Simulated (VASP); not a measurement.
# LiF (Griceite) (Fm-3m) in VASP: a series of runs, part 2 of 2

VASP 6.6.1.

### Step 3. Relaxation of the atoms, PBEsol (a relaxed cell with its volume scaled by 0.96)

The input, INCAR:

```
PREC = Accurate
ENCUT = 600
EDIFF = 1E-7
ISMEAR = 0
SIGMA = 0.03
LREAL = F
LASPH = T
NELM = 80
ALGO = Fast
ISIF = 2
LWAVE = F
LCHARG = F
GGA = PS
IBRION = 2
NSW = 40
EDIFFG = -0.01
```

The input, KPOINTS:

```
Automatic mesh
0
Gamma
  12 12 12
```

The input, POSCAR:

```
LiF                                     
1.0
    0.0000000000      1.9714699646      1.9714699646
    1.9714699646      0.0000000000      1.9714699646
    1.9714699646      1.9714699646      0.0000000000
  Li              F             
     1     1
Direct
     0.0000000000000000    0.0000000000000000    0.0000000000000000
     0.5000000000000000    0.5000000000000000    0.5000000000000000
```

Potentials or basis: VASP PAW PBE potentials, release 64 (Li_sv, F).

Run with:

```bash
$ cat potpaw_PBE.64/Li_sv/POTCAR potpaw_PBE.64/F/POTCAR > POTCAR
$ mpirun -np 1 vasp_std > vasp.out
```

Run time: 6.9 s. Hardware: 1 thread of Intel Xeon 6975P-C (Granite Rapids), shared host; peak memory 0.13 GiB.

Results (log left out):

- Free energy: -9.8447 eV
- Pressure after relaxing: 3.5 GPa
- Band gap on the k mesh: 9.51 eV, direct

Final structure:
```
Li F
1.0
     0.00000    1.97147    1.97147
     1.97147    0.00000    1.97147
     1.97147    1.97147    0.00000
Li F
1 1
Direct
  0.00000 0.00000 0.00000
  0.50000 0.50000 0.50000
```

Levels at points of the mesh, in eV from the valence-band top:
```csv
k point,band 3,band 4,band 5,band 6,band 7,band 8
"(0.00, 0.00, 0.00)",0.00,0.00,0.00,9.51,24.74,24.74
"(0.50, 0.00, 0.00)",-2.76,-0.25,-0.25,10.91,17.33,19.24
"(0.50, 0.50, 0.00)",-3.35,-1.11,-1.11,15.24,16.49,18.13
```

Caveat: the cutoff is under 1.25 times the usual one of these potentials, so pressure, stress and relaxed cells hold a basis-set (Pulay) error; the relaxation stopped at its first step, so nothing moved; the PAW data sets were made with another functional, which shifts forces and pressure a little.

### Step 4. Relaxation of the atoms, PBEsol (a relaxed cell with its volume scaled by 0.98)

INCAR is that of step 3.

KPOINTS is that of step 3.

The input, POSCAR:

```
LiF                                     
1.0
    0.0000000000      1.9850667388      1.9850667388
    1.9850667388      0.0000000000      1.9850667388
    1.9850667388      1.9850667388      0.0000000000
  Li              F             
     1     1
Direct
     0.0000000000000000    0.0000000000000000    0.0000000000000000
     0.5000000000000000    0.5000000000000000    0.5000000000000000
```

Potentials or basis: VASP PAW PBE potentials, release 64 (Li_sv, F).

Run with:

```bash
$ cat potpaw_PBE.64/Li_sv/POTCAR potpaw_PBE.64/F/POTCAR > POTCAR
$ mpirun -np 1 vasp_std > vasp.out
```

OUTCAR:

```text
PREC = Accurate
   ENCUT = 600
   EDIFF = 1E-7
   ISMEAR = 0
   LREAL = F
   LASPH = T
   NELM = 80
   ISIF = 2
   GGA = PS
   IBRION = 2
   NSW = 40
   EDIFFG = -0.01

 ion  position               nearest neighbor table
   1  0.000  0.000  0.000-   2 1.99   2 1.99   2 1.99   2 1.99   2 1.99   2 1.99
   2  0.500  0.500  0.500-   1 1.99   1 1.99   1 1.99   1 1.99   1 1.99   1 1.99

  LATTYP: Found a face centered cubic cell.
 ALAT       =     3.9701334776

  Lattice vectors:

[... 481 lines left out ...]

  FORCE on cell =-STRESS in cart. coord.  units (eV):
  Direction    XX          YY          ZZ          XY          YZ          ZX
  --------------------------------------------------------------------------------------
  -------------------------------------------------------------------------------------
  Total        0.1642685      0.1642685      0.1642685     -0.0000000     -0.0000000      0.0000000
  in kB       16.8232412     16.8232412     16.8232412     -0.0000000     -0.0000000      0.0000000
  external PRESSURE =      16.8232412 kB  Pullay stress =       0.0000000 kB

 VOLUME and BASIS-vectors are now :
 -----------------------------------------------------------------------------
  energy-cutoff  :      600.00
  volume of cell :       15.64
      direct lattice vectors                 reciprocal lattice vectors
     0.000000000  1.985066739  1.985066739    -0.251880700  0.251880700  0.251880700
     1.985066739  0.000000000  1.985066739     0.251880700 -0.251880700  0.251880700
     1.985066739  1.985066739  0.000000000     0.251880700  0.251880700 -0.251880700

 POSITION                                       TOTAL-FORCE (eV/Angst)
 -----------------------------------------------------------------------------------
      0.00000      0.00000      0.00000        -0.000000     -0.000000      0.000000
      1.98507      1.98507      1.98507         0.000000      0.000000     -0.000000
 -----------------------------------------------------------------------------------
    total drift:                               -0.000000     -0.000000      0.000000

  FREE ENERGIE OF THE ION-ELECTRON SYSTEM (eV)
  ---------------------------------------------------
  free  energy   TOTEN  =        -9.8515134614 eV

  energy  without entropy=       -9.8515134614  energy(sigma->0) =       -9.85151346

 reached required accuracy - stopping structural energy minimisation
```

Wall time 8.3 s (1 thread of Intel Xeon 6975P-C (Granite Rapids), shared host); peak memory 0.14 GiB.

Results:

* Free energy: -9.8515 eV
* Pressure after relaxing: 1.7 GPa
* Band gap on the k mesh: 9.32 eV, direct

Final structure:
```
Li F
1.0
     0.00000    1.98507    1.98507
     1.98507    0.00000    1.98507
     1.98507    1.98507    0.00000
Li F
1 1
Direct
  0.00000 0.00000 0.00000
  0.50000 0.50000 0.50000
```

Levels at points of the mesh, in eV from the valence-band top:
```
           k point  band 3  band 4  band 5  band 6  band 7  band 8
(0.00, 0.00, 0.00)    0.00    0.00    0.00    9.32   24.53   24.53
(0.50, 0.00, 0.00)   -2.70   -0.25   -0.25   10.80   17.08   19.08
(0.50, 0.50, 0.00)   -3.26   -1.08   -1.08   15.04   16.39   17.88
```

Caveat: the cutoff is under 1.25 times the usual one of these potentials, so pressure, stress and relaxed cells hold a basis-set (Pulay) error; the relaxation stopped at its first step, so nothing moved; the PAW data sets were made with another functional, which shifts forces and pressure a little.

### Step 5. Relaxation of the atoms, PBEsol

INCAR is that of step 4.

KPOINTS is that of step 4.

The input, POSCAR:

```
LiF                                     
1.0
    0.0000000000      1.9984797588      1.9984797588
    1.9984797588      0.0000000000      1.9984797588
    1.9984797588      1.9984797588      0.0000000000
  Li              F             
     1     1
Direct
     0.0000000000000000    0.0000000000000000    0.0000000000000000
     0.5000000000000000    0.5000000000000000    0.5000000000000000
```

Run with:

```bash
$ cat potpaw_PBE.64/Li_sv/POTCAR potpaw_PBE.64/F/POTCAR > POTCAR
$ mpirun -np 1 vasp_std > vasp.out
```

Run time: 7.3 s. Hardware: 1 thread of Intel Xeon 6975P-C (Granite Rapids), shared host; peak memory 0.13 GiB.

Results (log left out):

| Item | Value |
| --- | --- |
| Free energy | -9.8549 eV |
| Pressure after relaxing | 0.1 GPa |
| Band gap on the k mesh | 9.13 eV, direct |

Final structure:
```yaml
crystal:
  lattice:
    - [0.00000, 1.99848, 1.99848]
    - [1.99848, 0.00000, 1.99848]
    - [1.99848, 1.99848, 0.00000]
  atoms:
    - { symbol: Li, position: [0.00000, 0.00000, 0.00000] }
    - { symbol: F, position: [0.50000, 0.50000, 0.50000] }
```

Levels at points of the mesh, in eV from the valence-band top:
```
           k point  band 3  band 4  band 5  band 6  band 7  band 8
(0.00, 0.00, 0.00)    0.00    0.00    0.00    9.13   24.32   24.33
(0.50, 0.00, 0.00)   -2.63   -0.24   -0.24   10.69   16.84   18.92
(0.50, 0.50, 0.00)   -3.16   -1.05   -1.05   14.85   16.30   17.63
```

Caveat: the cutoff is under 1.25 times the usual one of these potentials, so pressure, stress and relaxed cells hold a basis-set (Pulay) error; the relaxation stopped at its first step, so nothing moved; the PAW data sets were made with another functional, which shifts forces and pressure a little.

### Step 6. The runs side by side

```csv
cell,gap on the mesh (eV),pressure (GPa)
atoms relaxed from: a relaxed cell with its volume scaled by 0.94,9.72,5.4
atoms relaxed from: a relaxed cell with its volume scaled by 0.96,9.51,3.5
atoms relaxed from: a relaxed cell with its volume scaled by 0.98,9.32,1.7
atoms relaxed,9.13,0.1
```

Alike in all rows: task relaxation of the atoms; level PBEsol; potentials or basis VASP PAW PBE potentials, release 64 (Li_sv, F); no spin polarisation; k mesh 12 × 12 × 12; cutoff (eV) 600; smearing gaussian 0.03 eV.

Caveats: the cutoff is under 1.25 times the usual one of these potentials, so pressure, stress and relaxed cells hold a basis-set (Pulay) error; the relaxation stopped at its first step, so nothing moved; the PAW data sets were made with another functional, which shifts forces and pressure a little.

Total energies depend on the potentials used, so only differences within one code and one set of settings carry meaning.
